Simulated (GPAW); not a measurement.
# InAs (F-43m) in GPAW: further runs

Aim: see how the results for InAs move with the level of theory and the settings. Levels: rSCAN, BLYP, revTPSS. Tasks: equation of state, band structure.

Program: GPAW 26.7.0. These are calculated values, not measurements. Logs are shortened: lines on timing, memory, paths and dates and some standing lists are left out, and cuts for length are marked. The log counts tension as positive stress, the text compression.

**Experimental background.**

From a printed reference work, data compilation, for a bulk crystal of InAs at 4.2 K: band gap 0.418 eV (direct).

The results are compared with them further down.

### Step 1. The crystal as given

Symmetry: F-43m, No. 216, cubic system. The conventional cell has a = 6.036 Å, b = 6.036 Å, c = 6.036 Å, α = 90.00°, β = 90.00°, γ = 90.00°. In (site symmetry -43m) is surrounded by 4 As at 2.61 Å. As (site symmetry -43m) has 4 In at 2.61 Å as nearest neighbours.

### Step 2. Equation of state, rSCAN

The input, run.py:

```python
from ase.eos import EquationOfState
from ase.io import Trajectory, read
from ase.units import GPa
from gpaw import GPAW, PW

atoms = read('InAs.xyz')

traj = Trajectory('eos.traj', 'w')
volumes, energies = [], []
for x in [0.94, 0.96, 0.98, 1.0, 1.02, 1.04, 1.06]:
    a = atoms.copy()
    a.set_cell(atoms.cell * x**(1 / 3), scale_atoms=True)
    calc = GPAW(mode=PW(600),
                xc='MGGA_X_RSCAN+MGGA_C_RSCAN',
                kpts={'size': (6, 6, 6), 'gamma': True},
                occupations={'name': 'fermi-dirac', 'width': 0.05},
                nbands=18,
                convergence={'density': 1e-05, 'energy': 1e-05},
                maxiter=150,
                txt=f'eos-{x:.2f}.txt')
    a.calc = calc
    energies.append(a.get_potential_energy(force_consistent=True))
    volumes.append(a.get_volume())
    p = -a.get_stress()[:3].mean() / GPa
    calc.write(f'eos-{x:.2f}.gpw')
    traj.write(a)
    print(f'{x:.2f} {volumes[-1]:10.4f} A^3 {energies[-1]:14.6f} eV {p:9.3f} GPa', flush=True)

v0, e0, B = EquationOfState(volumes, energies, eos='birchmurnaghan').fit()
print(f'V0 = {v0:.4f} A^3, E0 = {e0:.6f} eV, B0 = {B / GPa:.2f} GPa')
```

The input, InAs.xyz:

```xyz
2
Lattice="0.0000000000 3.0180000000 3.0180000000 3.0180000000 0.0000000000 3.0180000000 3.0180000000 3.0180000000 0.0000000000" Properties=species:S:1:pos:R:3 pbc="T T T"
In     0.0000000000      0.0000000000      0.0000000000
As     4.5270000000      4.5270000000      4.5270000000
```

Potentials or basis: GPAW PAW data sets (gpaw-data 1.2.1), pw.

Command:

```console
$ OMP_NUM_THREADS=1 python run.py
```

What it wrote:

```text
__  _  _
 | _ |_)|_||  |
 |__||  | ||/\| - 26.7.0

Input parameters:
  mode=PW(ecut=600.0),
  convergence={'density': 1e-05, 'energy': 1e-05},
  kpts=MonkhorstPack(size=(6, 6, 6), gamma=True),
  maxiter=150,
  nbands=18,
  occupations=Occupations(name='fermi-dirac', width=0.05),
  xc=XC(name='MGGA_X_RSCAN+MGGA_C_RSCAN')

Diagonalizing LCAO Hamiltonian
Converting LCAO to pw mode

                     As

       In

Atoms  # Å, Bohr magnetons
|   | symbol |        x |        y |        z |    initial magnetic moments |
|---|--------|----------|----------|----------|-----------------------------|
| 0 |     In | 0.000000 | 0.000000 | 0.000000 | ( 0.0000,  0.0000,  0.0000) |
| 1 |     As | 4.434586 | 4.434586 | 4.434586 | ( 0.0000,  0.0000,  0.0000) |

Unit cell  # Å
| periodic |        x |        y |        z |  lengths |    angles |
|----------|----------|----------|----------|----------|-----------|
|      yes | 0.000000 | 2.956391 | 2.956391 | 4.180968 | 60.000000 |
|      yes | 2.956391 | 0.000000 | 2.956391 | 4.180968 | 60.000000 |
|      yes | 2.956391 | 2.956391 | 0.000000 | 4.180968 | 60.000000 |

Number of symmetries: 24
Symmetry operations  # r_c * U_cc + t_c -> r_c
|    | kind |            matrix            |
|----|------|------------------------------|
|  0 |  E   |  1, 0, 0,  0, 1, 0,  0, 0, 1 |
|  1 |  σ   |  1, 0, 0,  0, 0, 1,  0, 1, 0 |
|  2 |  σ   |  1, 0,-1,  0, 1,-1,  0, 0,-1 |
|  3 |  C3  |  1, 0,-1,  0, 0,-1,  0, 1,-1 |
|  4 |  C3  |  1,-1, 0,  0,-1, 1,  0,-1, 0 |
|  5 |  σ   |  1,-1, 0,  0,-1, 0,  0,-1, 1 |
|  6 |  σ   |  0, 1, 0,  1, 0, 0,  0, 0, 1 |
|  7 |  C3  |  0, 1, 0,  0, 0, 1,  1, 0, 0 |
|  8 |  C2  |  0, 1,-1,  1, 0,-1,  0, 0,-1 |
|  9 |  S4  |  0, 1,-1,  0, 0,-1,  1, 0,-1 |
| 10 |  C3  |  0, 0, 1,  1, 0, 0,  0, 1, 0 |
| 11 |  σ   |  0, 0, 1,  0, 1, 0,  1, 0, 0 |
| 12 |  S4  |  0, 0,-1,  1, 0,-1,  0, 1,-1 |
| 13 |  C3  |  0, 0,-1,  0, 1,-1,  1, 0,-1 |
| 14 |  S4  |  0,-1, 1,  1,-1, 0,  0,-1, 0 |
| 15 |  C2  |  0,-1, 1,  0,-1, 0,  1,-1, 0 |
| 16 |  C3  |  0,-1, 0,  1,-1, 0,  0,-1, 1 |
| 17 |  S4  |  0,-1, 0,  0,-1, 1,  1,-1, 0 |
| 18 |  S4  | -1, 1, 0, -1, 0, 1, -1, 0, 0 |
| 19 |  C3  | -1, 1, 0, -1, 0, 0, -1, 0, 1 |
| 20 |  C3  | -1, 0, 1, -1, 1, 0, -1, 0, 0 |
| 21 |  S4  | -1, 0, 1, -1, 0, 0, -1, 1, 0 |
| 22 |  σ   | -1, 0, 0, -1, 1, 0, -1, 0, 1 |
| 23 |  C2  | -1, 0, 0, -1, 0, 1, -1, 1, 0 |

BZ-sampling:
  Number of BZ points: 216
  Number of IBZ points: 16

  Monkhorst-Pack size: [6, 6, 6]
  Monkhorst-Pack shift: [0.08333333333333333, 0.08333333333333333, 0.08333333333333333]

K-points  # in reciprocal-cell coordinates
|     |                                coordinates |     weight |
|-----|--------------------------------------------|------------|
|   0 | (  0.00000000,   0.00000000,   0.00000000) | 0.00462963 |
|   1 | (  0.16666667,   0.16666667,   0.00000000) | 0.02777778 |
|   2 | (  0.16666667,   0.16666667,   0.16666667) | 0.03703704 |
|   3 | (  0.33333333,   0.16666667,   0.16666667) | 0.05555556 |
|   4 | (  0.33333333,   0.33333333,  -0.33333333) | 0.05555556 |
|   5 | (  0.33333333,   0.33333333,   0.00000000) | 0.02777778 |
|   6 | (  0.33333333,   0.33333333,   0.16666667) | 0.11111111 |
|   7 | (  0.33333333,   0.33333333,   0.33333333) | 0.03703704 |
|   8 | (  0.50000000,   0.33333333,  -0.33333333) | 0.11111111 |
|   9 | (  0.50000000,   0.33333333,  -0.16666667) | 0.05555556 |
| ... |                                            |            |
|  15 | (  0.50000000,   0.50000000,   0.50000000) | 0.01851852 |

Plane wave coefficients: 1759
Cutoff: 600.0 eV

Spin-components: 1 (collinear spins)
Bands:           18
Projectors:      11
Spin-degeneracy: 2
Datatype:        complex128

Parallelization:
  kpt:    1
  domain: 1
  band:   1

Density:
  Valence electrons: 18.0
  Components: 1
  Grid points: [24 24 24]
  Charge: 0.0  # |e|

Potential:
  Grid points: [24 24 24]

species:
  In:
    name:    Indium
    Z:       49.0
    valence: 13
    core:    36
    charge:  0.0  # [|e|]
    compensation charges:
      type: gauss
      rc: 0.36  # [Å]
      lmax: 2
    cutoffs:
      filter: 2.09  # [Å]
      core: 2.48  # [Å]
    projectors
    | kind |    occ | energy [eV] | rcut [Å] |
    |------|--------|-------------|----------|
    |   5s |  2.000 |      -8.203 |    1.185 |
    |   5p |  1.000 |      -2.521 |    1.244 |
    |   4d | 10.000 |     -18.629 |    1.148 |
    |    s |        |      19.008 |    1.185 |
    |    p |        |      24.691 |    1.244 |
    |    d |        |       8.583 |    1.148 |

    Using partial waves for In as LCAO basis

  As:
    name:    Arsenic
    Z:       33.0
    valence: 5
    core:    28
    charge:  0.0  # [|e|]
    compensation charges:
      type: gauss
      rc: 0.33  # [Å]
      lmax: 2
    cutoffs:
      filter: 1.87  # [Å]
      core: 2.96  # [Å]
    projectors
    | kind |    occ | energy [eV] | rcut [Å] |
    |------|--------|-------------|----------|
    |   4s |  2.000 |     -14.487 |    1.058 |
    |   4p |  3.000 |      -5.196 |    1.058 |
    |    s |        |      12.725 |    1.058 |
    |    p |        |      22.016 |    1.058 |
    |    d |        |       0.000 |    1.058 |

    Using partial waves for As as LCAO basis

Reference energy: -221478.393260  # eV

eigensolver:
  PPCG
  Converge bands: occupied
  niter=2

density mixing:
  MSR1-Mixer
  Pratt-step length: 0.05
  Maximum mixing coefficient: 0.75
  Old densities: 10
  SVD Regularization: 0.005
  Good broyden scale: 1.0
  Trust region scale: 1.0
  Backstep threshold: 4.0
  History deletion threshold: 6.0
  Fourier metric: weight=20.0, sigma=0.015

occupation numbers:
  Fermi-Dirac:
    width: 0.0500  # eV

poisson solver:
  ecut: 4800.0  # eV

xc functional:
  name: MGGA_X_RSCAN+MGGA_C_RSCAN with 2 nearest neighbor stencil

convergence criteria:
- Maximum integral of absolute [dens]ity change: 1e-05 electrons / valence electron
- Maximum [total energy] change in last 3 cyles: 1e-05 eV / valence electron
- Maximum integral of absolute [eigenst]ate change: 4e-08 eV^2 / valence electron
maximum number of iterations: 150

SCF iterations
|iter     | |      energy | eigst |  dens |
|---------|-|-------------|-------|-------|
|iter:   1| |  -62.063673 | -0.22 |       |
|iter:   2| |  -58.597066 | -1.08 | -1.19 |
|iter:   3| |  -59.041690 | -1.30 | -1.17 |
|iter:   4| |  -58.483768 | -1.90 | -1.00 |
|iter:   5| |  -58.496276 | -3.24 | -1.82 |
|iter:   6| |  -58.498342 | -3.66 | -2.14 |
|iter:   7| |  -58.498311 | -4.95 | -3.11 |
|iter:   8| |  -58.498318c| -6.26 | -3.52 |
|iter:   9| |  -58.498317c| -7.16 | -3.90 |
|iter:  10| |  -58.498317c| -7.62c| -4.83 |
|iter:  11| |  -58.498317c| -8.63c| -5.49c|

Converged in 11 steps
Energy contributions relative to reference atoms: (reference = -221478.393260)

Energy contributions:
  Kinetic:          42.448996
  Coulomb:         -38.019285
  Zero:              0.053600
  External:          0.000000
  Xc:              -62.981612
  Entropy:          -0.000032
  Spinorbit:         0.000000
  ----------------------------
  Free energy:     -58.498333
  Extrapolated:    -58.498317

dipole moment: (-16.557749, -16.557749, -16.557749)  # |e|*Ang

Fermi level: 5.637
Eigenvalues  # (at kpt = [0.000, 0.000, 0.000])
| band index |      eig [eV] | occ [0-2] |
|------------|---------------|-----------|
|          0 |        -9.652 |     2.000 |
|          1 |        -9.652 |     2.000 |
|          2 |        -9.652 |     2.000 |
|          3 |        -9.473 |     2.000 |
|          4 |        -9.473 |     2.000 |
|          5 |        -7.453 |     2.000 |
[... 10 lines left out ...]
|         16 |        16.564 |     0.000 |
|         17 |        16.564 |     0.000 |

Gap: 0.583 eV
Transition (v -> c):
  (s=0, k=0, n=8, [0.00, 0.00, 0.00]) -> (s=0, k=0, n=9, [0.00, 0.00, 0.00])
No difference between direct/indirect transitions

Stress tensor  # eV/Ang^3
|         x |         y |         z |
|-----------|-----------|-----------|
| -0.042444 |  0.000000 |  0.000000 |
|  0.000000 | -0.042444 | -0.000000 |
|  0.000000 | -0.000000 | -0.042444 |

# Writing to eos-0.94.gpw (mode='')
```

It took 3.4 min on 1 thread of Arm Neoverse V2, shared host; peak memory 0.88 GiB.

What came out:

| Quantity | Value |
| --- | --- |
| Equilibrium volume | 28.45 Å³/atom (rough: see the caveat) |
| Bulk modulus | 56 GPa (rough) |

Energy against volume, from the lowest point:
```csv
volume (Å³/atom),energy (meV/atom)
25.840,50.41
26.389,30.04
26.939,15.41
27.489,5.89
28.039,0.94
28.588,0.00
29.138,2.63
```

Caveat: the points scatter about the fit; the PAW data sets were made with another functional, which shifts forces and pressure a little.

### Step 3. Band structure, BLYP, spin-orbit coupling, no magnetisation

The input, run.py:

```python
import numpy as np
from ase.dft.bandgap import bandgap
from ase.io import read, write
from ase.units import GPa
from gpaw import GPAW, PW, setup_paths
from gpaw.spinorbit import soc_eigenstates

setup_paths.insert(0, '.')

atoms = read('POSCAR')

calc = GPAW(mode=PW(600),
            xc='BLYP',
            kpts={'size': (6, 6, 6), 'gamma': True},
            occupations={'name': 'fermi-dirac', 'width': 0.05},
            nbands=18,
            convergence={'density': 1e-05, 'energy': 1e-05},
            eigensolver='davidson',
            maxiter=150,
            txt='gpaw.txt')
atoms.calc = calc
energy = atoms.get_potential_energy()
forces = atoms.get_forces()
stress = atoms.get_stress()
calc.write('gs.gpw')
write('result.traj', atoms)
print(f'Energy: {energy:.6f} eV')
print('Forces (eV/A):')
print(forces.round(4))
print('Stress (GPa):', (stress / GPa).round(3))
print('Fermi level:', round(calc.get_fermi_level(), 4), 'eV')
print(f'Gap: {bandgap(calc)[0]:.4f} eV, direct: {bandgap(calc, direct=True)[0]:.4f} eV')

path = atoms.cell.bandpath('GXWKGLUWLK,UX', npoints=100, eps=1e-4)
bs_calc = calc.fixed_density(kpts=path, symmetry='off', nbands=30,
                             convergence={'bands': 'CBM+6.0', 'eigenstates': 1e-6}, txt='bands.txt')
bs = bs_calc.band_structure()
bs.write('bs.json')
print(f'Gap on the path: {bandgap(bs_calc)[0]:.4f} eV')

soc = soc_eigenstates(bs_calc, theta=90, phi=0)
np.savetxt('soc_bands.dat', soc.eigenvalues(), fmt='%.4f')
mesh = soc_eigenstates('gs.gpw', theta=90, phi=0)
np.savetxt('soc_mesh.dat', mesh.eigenvalues(), fmt='%.4f')
print('Fermi level with spin-orbit coupling:', round(mesh.fermi_level, 4), 'eV')
```

The input, POSCAR:

```
InAs
1.0
    0.0000000000      3.0180000000      3.0180000000
    3.0180000000      0.0000000000      3.0180000000
    3.0180000000      3.0180000000      0.0000000000
In As
1 1
Direct
    0.0000000000      0.0000000000      0.0000000000
    0.7500000000      0.7500000000      0.7500000000
```

Potentials or basis: PAW data sets generated in the run's folder for this functional, pw.

Command:

```console
$ gpaw-setup -f BLYP As In
$ OMP_NUM_THREADS=1 python run.py
```

It took 47 s on 1 thread of Arm Neoverse V2, shared host; peak memory 0.33 GiB.

Results (log left out):

| Property | Result |
| --- | --- |
| Free energy | -6.5424 eV |
| Pressure | 7.3 GPa |
| Band gap along the path | none (metal or under the smearing width) |

Levels at the corners of the path, in eV from the Fermi level:
```csv
point,band 15,band 16,band 17,band 18,band 19,band 20,band 21,band 22
Γ,-0.38,-0.38,0.00,0.00,0.00,0.00,3.42,3.42
X,-2.46,-2.46,-2.46,-2.46,1.54,1.54,2.00,2.00
W,-3.11,-3.06,-3.00,-2.91,3.93,4.11,4.30,4.32
K,-3.38,-3.37,-2.09,-2.08,2.06,2.06,4.15,4.20
Γ,-0.38,-0.38,0.00,0.00,0.00,0.00,3.42,3.42
L,-1.27,-1.27,-0.99,-0.99,0.80,0.80,4.49,4.49
U,-3.38,-3.37,-2.09,-2.08,2.06,2.06,4.15,4.20
W,-3.11,-3.06,-3.00,-2.91,3.93,4.11,4.30,4.32
L,-1.27,-1.27,-0.99,-0.99,0.80,0.80,4.49,4.49
K,-3.38,-3.37,-2.09,-2.08,2.06,2.06,4.15,4.20
U,-3.38,-3.37,-2.09,-2.08,2.06,2.06,4.15,4.20
X,-2.46,-2.46,-2.46,-2.46,1.54,1.54,2.00,2.00
```

Caveat: spin-orbit coupling was added after a scalar SCF, so levels and gaps hold it while energy, forces, pressure and moments don't; this program's spin-orbit splittings come out too wide for heavy elements; this crystal is a semiconductor, whose small gap the functional closes, so the metal is an error of the method.

### Step 4. Equation of state, revTPSS

The input, run.py:

```python
from ase.eos import EquationOfState
from ase.io import Trajectory, read
from ase.units import GPa
from gpaw import GPAW, PW

atoms = read('InAs.cif')

traj = Trajectory('eos.traj', 'w')
volumes, energies = [], []
for x in [0.94, 0.96, 0.98, 1.0, 1.02, 1.04, 1.06]:
    a = atoms.copy()
    a.set_cell(atoms.cell * x**(1 / 3), scale_atoms=True)
    calc = GPAW(mode=PW(600),
                xc='MGGA_X_REVTPSS+MGGA_C_REVTPSS',
                kpts={'size': (6, 6, 6), 'gamma': True},
                occupations={'name': 'fermi-dirac', 'width': 0.05},
                nbands=18,
                convergence={'density': 1e-05, 'energy': 1e-05},
                eigensolver='davidson',
                maxiter=150,
                txt=f'eos-{x:.2f}.txt')
    a.calc = calc
    energies.append(a.get_potential_energy(force_consistent=True))
    volumes.append(a.get_volume())
    p = -a.get_stress()[:3].mean() / GPa
    calc.write(f'eos-{x:.2f}.gpw')
    traj.write(a)
    print(f'{x:.2f} {volumes[-1]:10.4f} A^3 {energies[-1]:14.6f} eV {p:9.3f} GPa', flush=True)

v0, e0, B = EquationOfState(volumes, energies, eos='birchmurnaghan').fit()
print(f'V0 = {v0:.4f} A^3, E0 = {e0:.6f} eV, B0 = {B / GPa:.2f} GPa')
```

The input, InAs.cif:

```cif
data_InAs
_cell_length_a 4.26809653
_cell_length_b 4.26809653
_cell_length_c 4.26809653
_cell_angle_alpha 60.00000000
_cell_angle_beta 60.00000000
_cell_angle_gamma 60.00000000
_space_group_name_H-M_alt 'P1'
_space_group_name_Hall 'P 1'
_space_group_IT_number 1
loop_
_space_group_symop_operation_xyz
'x,y,z'
loop_
_atom_site_label
_atom_site_type_symbol
_atom_site_symmetry_multiplicity
_atom_site_Wyckoff_symbol
_atom_site_fract_x
_atom_site_fract_y
_atom_site_fract_z
_atom_site_occupancy
In1 In 1 a 0.0000000000 0.0000000000 0.0000000000 1
As1 As 1 a 0.7500000000 0.7500000000 0.7500000000 1
```

Potentials or basis: GPAW PAW data sets (gpaw-data 1.2.1), pw.

Command:

```console
$ OMP_NUM_THREADS=1 python run.py
```

Run time: 4.1 min. Hardware: 1 thread of Arm Neoverse V2, shared host; peak memory 0.89 GiB.

Results (log left out):

* Equilibrium volume: 28.48 Å³/atom (rough: see the caveat)
* Bulk modulus: 54 GPa (rough)

Energy against volume, from the lowest point:
| volume (Å³/atom) | energy (meV/atom) |
| --- | --- |
| 25.840 | 49.55 |
| 26.389 | 29.79 |
| 26.939 | 15.52 |
| 27.489 | 6.22 |
| 28.039 | 1.13 |
| 28.588 | 0.00 |
| 29.138 | 2.43 |

Caveat: the points scatter about the fit; the PAW data sets were made with another functional, which shifts forces and pressure a little.

### Step 5. Comparison with measurements

Step 3. Measured gap of InAs: 0.418 eV (direct; 4.2 K; a printed reference work, data compilation). This calculation gives 0.00 eV (-0.42 eV). The value is that of BLYP, without temperature or zero-point motion. Semilocal functionals fall short of measured gaps as a rule.
